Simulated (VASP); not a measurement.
A run of VASP 6.6.1 is set up as follows.

POSCAR

```
Mg
1.0
    3.2093000000      0.0000000000      0.0000000000
   -1.6046500000      2.7793353284      0.0000000000
    0.0000000000      0.0000000000      5.2103000000
Mg
2
Direct
    0.6666666667      0.3333333333      0.7500000000
    0.3333333333      0.6666666667      0.2500000000
```

Contents of INCAR.step1:

```
SYSTEM = Mg
PREC = Accurate ; ENCUT = 500
EDIFF = 1E-6 ; ISMEAR = -1
SIGMA = 0.05 ; LREAL = .False.
LASPH = .True. ; NELM = 60
ALGO = Normal ; ISIF = 2
LWAVE = .False. ; LCHARG = .True.
GGA = PE ; NBANDS = 9
```

KPOINTS.step1

```
Automatic mesh
0
Gamma
  10 10 5
  0 0 0
```

The input INCAR.step2:

```
SYSTEM = Mg
PREC = Accurate ; ENCUT = 500
EDIFF = 1E-6 ; ISMEAR = 0
SIGMA = 0.05 ; LREAL = .False.
LASPH = .True. ; NELM = 60
ALGO = Normal ; ISIF = 2
LWAVE = .False. ; LCHARG = .False.
GGA = PE ; NBANDS = 9
ICHARG = 11
```

File KPOINTS.step2:

```
path GMKGALHA,LM,KH
10
line-mode
reciprocal
 0.0000000000  0.0000000000  0.0000000000  G
 0.5000000000  0.0000000000  0.0000000000  M

 0.5000000000  0.0000000000  0.0000000000  M
 0.3333333333  0.3333333333  0.0000000000  K

 0.3333333333  0.3333333333  0.0000000000  K
 0.0000000000  0.0000000000  0.0000000000  G

 0.0000000000  0.0000000000  0.0000000000  G
 0.0000000000  0.0000000000  0.5000000000  A

 0.0000000000  0.0000000000  0.5000000000  A
 0.5000000000  0.0000000000  0.5000000000  L

 0.5000000000  0.0000000000  0.5000000000  L
 0.3333333333  0.3333333333  0.5000000000  H

 0.3333333333  0.3333333333  0.5000000000  H
 0.0000000000  0.0000000000  0.5000000000  A

 0.5000000000  0.0000000000  0.5000000000  L
 0.5000000000  0.0000000000  0.0000000000  M

 0.3333333333  0.3333333333  0.0000000000  K
 0.3333333333  0.3333333333  0.5000000000  H
```

Potentials or basis: VASP PAW PBE potentials, release 64 (Mg).

Command:

```bash
$ cat potpaw_PBE.64/Mg/POTCAR > POTCAR
$ cp INCAR.step1 INCAR
$ cp KPOINTS.step1 KPOINTS
$ mpirun -np 1 vasp_std > vasp.out
$ cp INCAR.step2 INCAR
$ cp KPOINTS.step2 KPOINTS
$ mpirun -np 1 vasp_std > vasp.out
```

Task: Estimate the band gap along the path.

Result: None (metal or under the smearing width).

Levels at the corners of the path, in eV from the Fermi level:
```
point  band 1  band 2  band 3  band 4  band 5  band 6  band 7
    Γ   -6.91   -1.69   -1.27   10.84   10.84   10.93   10.93
    M   -2.15   -2.15    2.62    2.99    3.22    3.63    6.79
    M   -2.15   -2.15    2.62    2.99    3.22    3.63    6.79
    K   -0.63   -0.62   -0.62    4.08    4.08    4.26    4.81
    K   -0.63   -0.62   -0.62    4.08    4.08    4.26    4.81
    Γ   -6.91   -1.69   -1.27   10.84   10.84   10.93   10.93
    Γ   -6.91   -1.69   -1.27   10.84   10.84   10.93   10.93
    A   -5.53   -5.53    4.97    4.97   11.59   11.59   11.59
    A   -5.53   -5.53    4.97    4.97   11.59   11.59   11.59
    L   -1.11   -1.11   -0.47   -0.47    7.96    7.96    7.97
    L   -1.11   -1.11   -0.47   -0.47    7.96    7.96    7.97
    H    0.18    0.18    0.65    0.65    1.49    1.49   10.77
    H    0.18    0.18    0.65    0.65    1.49    1.49   10.77
    A   -5.53   -5.53    4.97    4.97   11.59   11.59   11.59
    L   -1.11   -1.11   -0.47   -0.47    7.96    7.96    7.97
    M   -2.15   -2.15    2.62    2.99    3.22    3.63    6.79
    K   -0.63   -0.62   -0.62    4.08    4.08    4.26    4.81
    H    0.18    0.18    0.65    0.65    1.49    1.49   10.77
```

Caveat: the log is that of the step along the path at fixed density, whose energy, stress, charges and moments have no meaning.
